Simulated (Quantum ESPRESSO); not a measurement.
# InSe (Pm-3m) in Quantum ESPRESSO: notebook, part 2 of 2

Quantum ESPRESSO 7.5.

## Step 3: Wannier functions, PBE

pw.in reads:

```
&CONTROL
  calculation = 'scf'
  prefix = 'pwscf'
  outdir = './tmp'
  pseudo_dir = './pseudo'
  tprnfor = .true.
  tstress = .true.
  disk_io = 'low'
/
&SYSTEM
  ibrav = 0
  A = 3.63204
  nat = 2
  ntyp = 2
  ecutwfc = 45
  ecutrho = 360
  nbnd = 16
  occupations = 'smearing'
  smearing = 'fd'
  degauss = 0.00367493
/
&ELECTRONS
  conv_thr = 4d-10
  electron_maxstep = 120
  mixing_beta = 0.5
/
ATOMIC_SPECIES
In   114.8180 in_pbe_v1.4.uspp.F.UPF
Se    78.9710 se_pbe_v1.uspp.F.UPF
CELL_PARAMETERS alat
   1.0000000000    0.0000000000    0.0000000000
   0.0000000000    1.0000000000    0.0000000000
   0.0000000000    0.0000000000    1.0000000000
ATOMIC_POSITIONS alat
In     0.5000000000    0.5000000000    0.5000000000
Se     0.0000000000    0.0000000000    0.0000000000
K_POINTS automatic
7 7 7 0 0 0
```

nscf.in is that of step 2.

pw2wan.in reads:

```
&INPUTPP
  prefix = 'pwscf'
  outdir = './tmp'
  seedname = 'w'
  write_mmn = .true.
  write_amn = .true.
  scdm_proj = .true.
  scdm_entanglement = 'erfc'
  scdm_mu = 12.55
  scdm_sigma = 1
/
```

bands.in is that of step 2.

Changes to w.win since step 2:

```diff
@@ -2,8 +2,5 @@
 num_bands = 22
-guiding_centres = true
-dis_froz_max = 10.55
-dis_num_iter = 600
-dis_mix_ratio = 0.5
-dis_conv_tol = 1.0d-9
-num_iter = 0
+auto_projections = true
+dis_num_iter = 0
+num_iter = 1200
 conv_tol = 1.0d-8
@@ -15,6 +12,2 @@
 mp_grid = 4 4 4
-begin projections
-In: s;p;d
-Se: s;p
-end projections
 begin unit_cell_cart
```

Potentials or basis: GBRV 1.5 PBE.

Launch:

```bash
> OMP_NUM_THREADS=1 pw.x -in pw.in > pw.out
> OMP_NUM_THREADS=1 pw.x -in nscf.in > nscf.out
> wannier90.x -pp w
> OMP_NUM_THREADS=1 pw2wannier90.x -in pw2wan.in > pw2wan.out
> wannier90.x w
> OMP_NUM_THREADS=1 pw.x -in bands.in > bands.out
```

pw.out:

```text
This program is part of the open-source Quantum ESPRESSO suite
     for quantum simulation of materials; please cite
[... 9 lines left out ...]
     --------------------
     sticks:   dense  smooth     PW     G-vecs:    dense   smooth      PW
     Sum        1353     673    213                37385    13205    2205

     Using Slab Decomposition

     bravais-lattice index     =            0
     lattice parameter (alat)  =       6.8636  a.u.
     unit-cell volume          =     323.3318 (a.u.)^3
     number of atoms/cell      =            2
     number of atomic types    =            2
     number of electrons       =        19.00
     number of Kohn-Sham states=           16
     kinetic-energy cutoff     =      45.0000  Ry
     charge density cutoff     =     360.0000  Ry
     scf convergence threshold =      4.0E-10
     mixing beta               =       0.5000
     number of iterations used =            8  plain     mixing
     Exchange-correlation= SLA  PW   PBE  PBE
                           (   1   4   3   4   0   0   0)

     celldm(1)=   6.863561  celldm(2)=   0.000000  celldm(3)=   0.000000
     celldm(4)=   0.000000  celldm(5)=   0.000000  celldm(6)=   0.000000

     crystal axes: (cart. coord. in units of alat)
               a(1) = (   1.000000   0.000000   0.000000 )
               a(2) = (   0.000000   1.000000   0.000000 )
               a(3) = (   0.000000   0.000000   1.000000 )

     reciprocal axes: (cart. coord. in units 2 pi/alat)
               b(1) = (  1.000000  0.000000  0.000000 )
               b(2) = (  0.000000  1.000000  0.000000 )
               b(3) = (  0.000000  0.000000  1.000000 )

     PseudoPot. # 1 for In read from file:
     in_pbe_v1.4.uspp.F.UPF
     Pseudo is Ultrasoft + core correction, Zval = 13.0
     Generated by new atomic code, or converted to UPF format
     Using radial grid of  889 points,  6 beta functions with:
                l(1) =   0
                l(2) =   0
                l(3) =   1
                l(4) =   1
                l(5) =   2
                l(6) =   2
     Q(r) pseudized with  6 coefficients,  rinner =    1.400   1.400   1.400
                                                       1.400   1.400

     PseudoPot. # 2 for Se read from file:
     se_pbe_v1.uspp.F.UPF
     Pseudo is Ultrasoft + core correction, Zval =  6.0
     Generated by new atomic code, or converted to UPF format
     Using radial grid of  877 points,  6 beta functions with:
                l(1) =   0
                l(2) =   0
                l(3) =   1
                l(4) =   1
                l(5) =   2
                l(6) =   2
     Q(r) pseudized with  8 coefficients,  rinner =    1.300   1.300   1.300
                                                       1.300   1.300

     atomic species   valence    mass     pseudopotential
     In               13.00   114.81800     In( 1.00)
     Se                6.00    78.97100     Se( 1.00)

     48 Sym. Ops., with inversion, found

   Cartesian axes

     site n.     atom                  positions (alat units)
         1        In     tau(   1) = (   0.5000000   0.5000000   0.5000000  )
         2        Se     tau(   2) = (   0.0000000   0.0000000   0.0000000  )

     number of k points=    20  Fermi-Dirac smearing, width (Ry)=  0.0037
                       cart. coord. in units 2pi/alat
        k(    1) = (   0.0000000   0.0000000   0.0000000), wk =   0.0058309
        k(    2) = (   0.0000000   0.0000000   0.1428571), wk =   0.0349854
        k(    3) = (   0.0000000   0.0000000   0.2857143), wk =   0.0349854
        k(    4) = (   0.0000000   0.0000000   0.4285714), wk =   0.0349854
        k(    5) = (   0.0000000   0.1428571   0.1428571), wk =   0.0699708
        k(    6) = (   0.0000000   0.1428571   0.2857143), wk =   0.1399417
[... 12 lines left out ...]
        k(   19) = (   0.2857143   0.4285714   0.4285714), wk =   0.1399417
        k(   20) = (   0.4285714   0.4285714   0.4285714), wk =   0.0466472

     Dense  grid:    37385 G-vectors     FFT dimensions: (  45,  45,  45)

     Smooth grid:    13205 G-vectors     FFT dimensions: (  30,  30,  30)

     Initial potential from superposition of free atoms

     starting charge      17.4999, renormalised to      19.0000
     Starting wfcs are   13 randomized atomic wfcs +    3 random wfcs

     Self-consistent Calculation

     iteration #  1     ecut=    45.00 Ry     beta= 0.50
     Davidson diagonalization with overlap
     ethr =  1.00E-02,  avg # of iterations =  5.5

     total energy              =    -176.48516283 Ry
     estimated scf accuracy    <       1.85790225 Ry

     iteration #  2     ecut=    45.00 Ry     beta= 0.50
     Davidson diagonalization with overlap
     ethr =  9.78E-03,  avg # of iterations =  2.0

     total energy              =    -177.06374821 Ry
     estimated scf accuracy    <       0.21130168 Ry

     iteration #  3     ecut=    45.00 Ry     beta= 0.50
     Davidson diagonalization with overlap
     ethr =  1.11E-03,  avg # of iterations =  1.9

     total energy              =    -177.10984657 Ry
     estimated scf accuracy    <       0.00565285 Ry

     iteration #  4     ecut=    45.00 Ry     beta= 0.50
     Davidson diagonalization with overlap
     ethr =  2.98E-05,  avg # of iterations =  3.9

     total energy              =    -177.11041412 Ry
     estimated scf accuracy    <       0.00088944 Ry

     iteration #  5     ecut=    45.00 Ry     beta= 0.50
     Davidson diagonalization with overlap
     ethr =  4.68E-06,  avg # of iterations =  3.0
[... 15 lines left out ...]
     total energy              =    -177.11050076 Ry
     estimated scf accuracy    <       0.00000011 Ry

     iteration #  8     ecut=    45.00 Ry     beta= 0.50
     Davidson diagonalization with overlap
     ethr =  5.69E-10,  avg # of iterations =  4.5

     total energy              =    -177.11050088 Ry
     estimated scf accuracy    <          7.7E-09 Ry

     iteration #  9     ecut=    45.00 Ry     beta= 0.50
     Davidson diagonalization with overlap
     ethr =  4.04E-11,  avg # of iterations =  2.8

     total energy              =    -177.11050089 Ry
     estimated scf accuracy    <          2.1E-09 Ry

     iteration # 10     ecut=    45.00 Ry     beta= 0.50
     Davidson diagonalization with overlap
     ethr =  1.09E-11,  avg # of iterations =  2.3

     End of self-consistent calculation

          k = 0.0000 0.0000 0.0000 (  1647 PWs)   bands (ev):

    -5.7981  -5.7981  -5.6239  -5.6239  -5.6239  -4.9323   5.0476   7.1395
     7.1395   7.1395  13.8543  13.8543  16.8606  16.8606  16.8606  22.1598

          k = 0.0000 0.0000 0.1429 (  1663 PWs)   bands (ev):

    -5.7962  -5.7725  -5.6356  -5.6356  -5.6232  -4.7985   4.1914   7.3099
     7.3099   7.5971  14.0241  14.2222  16.1707  16.1707  16.4970  21.4840

          k = 0.0000 0.0000 0.2857 (  1659 PWs)   bands (ev):

    -5.7914  -5.7151  -5.6614  -5.6614  -5.6209  -4.4562   2.7809   7.7498
     7.7498   8.4233  12.9596  14.5120  14.7841  14.7841  18.4663  19.3329

          k = 0.0000 0.0000 0.4286 (  1654 PWs)   bands (ev):

    -5.7876  -5.6819  -5.6819  -5.6694  -5.6188  -4.1224   1.8107   8.1909
     8.1909   9.5177  11.1880  13.7359  13.7359  15.1516  17.8538  21.9408

          k = 0.0000 0.1429 0.1429 (  1655 PWs)   bands (ev):

    -5.7825  -5.7576  -5.6607  -5.6358  -5.6324  -4.6530   3.9097   6.3146
     7.4664   8.6688  13.6862  14.6354  15.2317  15.8139  17.3020  20.4672

          k = 0.0000 0.1429 0.2857 (  1654 PWs)   bands (ev):

    -5.7736  -5.7071  -5.7027  -5.6594  -5.6309  -4.2956   2.9118   6.2414
     7.8651   9.4971  12.0278  14.5693  14.8448  15.6638  18.8172  19.8883
[... 51 lines left out ...]
          k = 0.2857 0.2857 0.2857 (  1649 PWs)   bands (ev):

    -5.7875  -5.7017  -5.7017  -5.6543  -5.6543  -3.5334   3.4861   5.7855
     5.7855   8.6529  11.7423  11.7423  14.3598  19.0809  19.2407  19.2407

          k = 0.2857 0.2857 0.4286 (  1654 PWs)   bands (ev):

    -5.8095  -5.7275  -5.6991  -5.6523  -5.6027  -3.2886   3.5295   5.4315
     6.4643   7.7329  10.3460  11.8286  13.9770  18.9448  19.6646  20.8081

          k = 0.2857 0.4286 0.4286 (  1646 PWs)   bands (ev):

    -5.8207  -5.7271  -5.7232  -5.6264  -5.5731  -3.1077   4.3963   5.0381
     6.5876   6.7006  10.3776  10.8612  12.3681  19.6412  21.5826  21.7697

          k = 0.4286 0.4286 0.4286 (  1643 PWs)   bands (ev):

    -5.7754  -5.7536  -5.7536  -5.5718  -5.5718  -3.0170   5.2696   5.8213
     5.8213   7.0389   9.3187   9.3187  10.4668  22.3997  22.8669  22.8669

     the Fermi energy is     8.5456 ev

!    total energy              =    -177.11050089 Ry
     estimated scf accuracy    <          7.7E-13 Ry
     smearing contrib. (-TS)   =      -0.00046608 Ry
     internal energy E=F+TS    =    -177.11003481 Ry

     The total energy is F=E-TS. E is the sum of the following terms:
     one-electron contribution =     -41.48713566 Ry
     hartree contribution      =      34.79983772 Ry
     xc contribution           =     -67.45169784 Ry
     ewald contribution        =    -102.97103903 Ry

     convergence has been achieved in  10 iterations

     Forces acting on atoms (cartesian axes, Ry/au):

     atom    1 type  1   force =     0.00000000    0.00000000    0.00000000
     atom    2 type  2   force =     0.00000000    0.00000000    0.00000000

     Total force =     0.000000     Total SCF correction =     0.000000

     Computing stress (Cartesian axis) and pressure

          total   stress  (Ry/bohr**3)                   (kbar)     P=       -6.55
  -0.00004453   0.00000000   0.00000000           -6.55        0.00        0.00
   0.00000000  -0.00004453   0.00000000            0.00       -6.55        0.00
   0.00000000   0.00000000  -0.00004453            0.00        0.00       -6.55

=------------------------------------------------------------------------------=
   JOB DONE.
=------------------------------------------------------------------------------=
```

Wall time 2.1 min (1 thread of Arm Neoverse V1, shared host); peak memory 0.16 GiB.

Results:

| Item | Value |
| --- | --- |
| Free energy | -2409.7111 eV |
| Pressure | -0.7 GPa |
| Band gap on the k mesh | none (metal or under the smearing width) |
| Total Wannier spread | 22.85 Å² over 13 functions |
| RMS miss of the Wannier bands | 0.067 eV |

Levels at the corners of the path, in eV from the Fermi level:
```tsv
point	band 7	band 8	band 9	band 10	band 11	band 12	band 13	band 14
Γ	-3.50	-1.41	-1.41	-1.41	5.31	5.31	8.31	8.31
X	-6.87	-0.28	-0.28	1.42	2.10	5.04	5.04	6.75
M	-4.49	-4.49	-3.50	0.03	5.62	5.62	7.30	7.43
Γ	-3.50	-1.41	-1.41	-1.41	5.31	5.31	8.31	8.31
R	-2.64	-2.64	-2.64	-1.25	0.37	0.37	0.37	15.27
X	-6.87	-0.28	-0.28	1.42	2.10	5.04	5.04	6.75
M	-4.49	-4.49	-3.50	0.03	5.62	5.62	7.30	7.43
R	-2.64	-2.64	-2.64	-1.25	0.37	0.37	0.37	15.27
```

Wannier functions:
| function | nearest atom | distance (Å) | spread (Å²) | on-site energy from the reference level (eV) |
| --- | --- | --- | --- | --- |
| 1 | 1 In | 0.01 | 0.46 | -14.17 |
| 2 | 1 In | 0.05 | 0.56 | -13.79 |
| 3 | 1 In | 0.03 | 0.56 | -13.82 |
| 4 | 1 In | 0.02 | 0.51 | -13.97 |
| 5 | 1 In | 0.02 | 0.49 | -14.03 |
| 6 | 2 Se | 0.51 | 1.46 | -3.60 |
| 7 | 2 Se | 0.50 | 1.53 | -3.64 |
| 8 | 2 Se | 0.51 | 1.45 | -3.59 |
| 9 | 2 Se | 0.50 | 1.55 | -3.48 |
| 10 | 1 In | 0.87 | 3.39 | 1.21 |
| 11 | 1 In | 1.02 | 4.21 | 1.79 |
| 12 | 1 In | 0.84 | 3.40 | 0.43 |
| 13 | 1 In | 0.74 | 3.29 | 1.47 |

Parts of the spread (Å²): invariant 15.99, diagonal 0.467, off-diagonal 6.40, total 22.85. Against the direct bands the interpolation misses by 67 meV (root mean square) and 437 meV at most, for states up to 1 eV over the reference level.

Caveat: spin-orbit coupling is left out, which moves the levels of the heavy elements.

## Step 4: Wannier functions, PBE

pw.in is that of step 3.

nscf.in is that of step 3.

Edit pw2wan.in of step 3 so:

```diff
@@ -9,3 +9,3 @@
   scdm_mu = 12.55
-  scdm_sigma = 1
+  scdm_sigma = 3
 /
```

bands.in is that of step 3.

w.win is that of step 3.

Potentials or basis: GBRV 1.5 PBE.

Launch:

```bash
> OMP_NUM_THREADS=1 pw.x -in pw.in > pw.out
> OMP_NUM_THREADS=1 pw.x -in nscf.in > nscf.out
> wannier90.x -pp w
> OMP_NUM_THREADS=1 pw2wannier90.x -in pw2wan.in > pw2wan.out
> wannier90.x w
> OMP_NUM_THREADS=1 pw.x -in bands.in > bands.out
```

pw.out:

```text
This program is part of the open-source Quantum ESPRESSO suite
     for quantum simulation of materials; please cite
[... 9 lines left out ...]
     --------------------
     sticks:   dense  smooth     PW     G-vecs:    dense   smooth      PW
     Sum        1353     673    213                37385    13205    2205

     Using Slab Decomposition

     bravais-lattice index     =            0
     lattice parameter (alat)  =       6.8636  a.u.
     unit-cell volume          =     323.3318 (a.u.)^3
     number of atoms/cell      =            2
     number of atomic types    =            2
     number of electrons       =        19.00
     number of Kohn-Sham states=           16
     kinetic-energy cutoff     =      45.0000  Ry
     charge density cutoff     =     360.0000  Ry
     scf convergence threshold =      4.0E-10
     mixing beta               =       0.5000
     number of iterations used =            8  plain     mixing
     Exchange-correlation= SLA  PW   PBE  PBE
                           (   1   4   3   4   0   0   0)

     celldm(1)=   6.863561  celldm(2)=   0.000000  celldm(3)=   0.000000
     celldm(4)=   0.000000  celldm(5)=   0.000000  celldm(6)=   0.000000

     crystal axes: (cart. coord. in units of alat)
               a(1) = (   1.000000   0.000000   0.000000 )
               a(2) = (   0.000000   1.000000   0.000000 )
               a(3) = (   0.000000   0.000000   1.000000 )

     reciprocal axes: (cart. coord. in units 2 pi/alat)
               b(1) = (  1.000000  0.000000  0.000000 )
[... 63 lines left out ...]
        k(   19) = (   0.2857143   0.4285714   0.4285714), wk =   0.1399417
        k(   20) = (   0.4285714   0.4285714   0.4285714), wk =   0.0466472

     Dense  grid:    37385 G-vectors     FFT dimensions: (  45,  45,  45)

     Smooth grid:    13205 G-vectors     FFT dimensions: (  30,  30,  30)

     Initial potential from superposition of free atoms

     starting charge      17.4999, renormalised to      19.0000
     Starting wfcs are   13 randomized atomic wfcs +    3 random wfcs

     Self-consistent Calculation

     iteration #  1     ecut=    45.00 Ry     beta= 0.50
     Davidson diagonalization with overlap
     ethr =  1.00E-02,  avg # of iterations =  5.5

     total energy              =    -176.48516283 Ry
     estimated scf accuracy    <       1.85790225 Ry
[... 57 lines left out ...]
     iteration # 10     ecut=    45.00 Ry     beta= 0.50
     Davidson diagonalization with overlap
     ethr =  1.09E-11,  avg # of iterations =  2.3

     End of self-consistent calculation

          k = 0.0000 0.0000 0.0000 (  1647 PWs)   bands (ev):

    -5.7981  -5.7981  -5.6239  -5.6239  -5.6239  -4.9323   5.0476   7.1395
     7.1395   7.1395  13.8543  13.8543  16.8606  16.8606  16.8606  22.1598
[... 93 lines left out ...]
    -5.7754  -5.7536  -5.7536  -5.5718  -5.5718  -3.0170   5.2696   5.8213
     5.8213   7.0389   9.3187   9.3187  10.4668  22.3997  22.8669  22.8669

     the Fermi energy is     8.5456 ev

!    total energy              =    -177.11050089 Ry
     estimated scf accuracy    <          7.7E-13 Ry
     smearing contrib. (-TS)   =      -0.00046608 Ry
     internal energy E=F+TS    =    -177.11003481 Ry

     The total energy is F=E-TS. E is the sum of the following terms:
     one-electron contribution =     -41.48713566 Ry
     hartree contribution      =      34.79983772 Ry
     xc contribution           =     -67.45169784 Ry
     ewald contribution        =    -102.97103903 Ry

     convergence has been achieved in  10 iterations

     Forces acting on atoms (cartesian axes, Ry/au):

     atom    1 type  1   force =     0.00000000    0.00000000    0.00000000
     atom    2 type  2   force =     0.00000000    0.00000000    0.00000000

     Total force =     0.000000     Total SCF correction =     0.000000

     Computing stress (Cartesian axis) and pressure

          total   stress  (Ry/bohr**3)                   (kbar)     P=       -6.55
  -0.00004453   0.00000000   0.00000000           -6.55        0.00        0.00
   0.00000000  -0.00004453   0.00000000            0.00       -6.55        0.00
   0.00000000   0.00000000  -0.00004453            0.00        0.00       -6.55

=------------------------------------------------------------------------------=
   JOB DONE.
=------------------------------------------------------------------------------=
```

It took 2.1 min on 1 thread of Arm Neoverse V1, shared host; peak memory 0.16 GiB.

What came out:

```
Free energy                   : -2409.7111 eV
Pressure                      : -0.7 GPa
Band gap on the k mesh        : none (metal or under the smearing width)
Total Wannier spread          : 27.72 Å² over 13 functions
RMS miss of the Wannier bands : 0.057 eV
```

Levels at the corners of the path, in eV from the Fermi level:
```csv
point,band 8,band 9,band 10,band 11,band 12,band 13
Γ,-1.41,-1.41,-1.41,5.31,5.31,8.31
X,-0.28,-0.28,1.42,2.10,5.04,5.04
M,-4.49,-3.50,0.03,5.62,5.62,7.30
Γ,-1.41,-1.41,-1.41,5.31,5.31,8.31
R,-2.64,-2.64,-1.25,0.37,0.37,0.37
X,-0.28,-0.28,1.42,2.10,5.04,5.04
M,-4.49,-3.50,0.03,5.62,5.62,7.30
R,-2.64,-2.64,-1.25,0.37,0.37,0.37
```

Wannier functions:
```csv
function,nearest atom,distance (Å),spread (Å²),on-site energy from the reference level (eV)
1,1 In,0.05,0.54,-13.77
2,1 In,0.02,0.70,-13.40
3,1 In,0.02,0.69,-13.51
4,1 In,0.03,0.64,-13.60
5,1 In,0.07,0.63,-13.40
6,2 Se,0.52,1.41,-3.68
7,2 Se,0.54,1.49,-3.76
8,2 Se,0.55,1.55,-3.59
9,2 Se,0.51,1.53,-3.22
10,1 In,0.77,2.90,-1.52
11,1 In,1.53,5.49,1.82
12,1 In,1.72,6.52,2.29
13,1 In,0.92,3.62,0.56
```

Parts of the spread (Å²): invariant 16.68, diagonal 1.311, off-diagonal 9.73, total 27.72. Against the direct bands the interpolation misses by 57 meV (root mean square) and 424 meV at most, for states up to 1 eV over the reference level.

Caveat: spin-orbit coupling is left out, which moves the levels of the heavy elements.
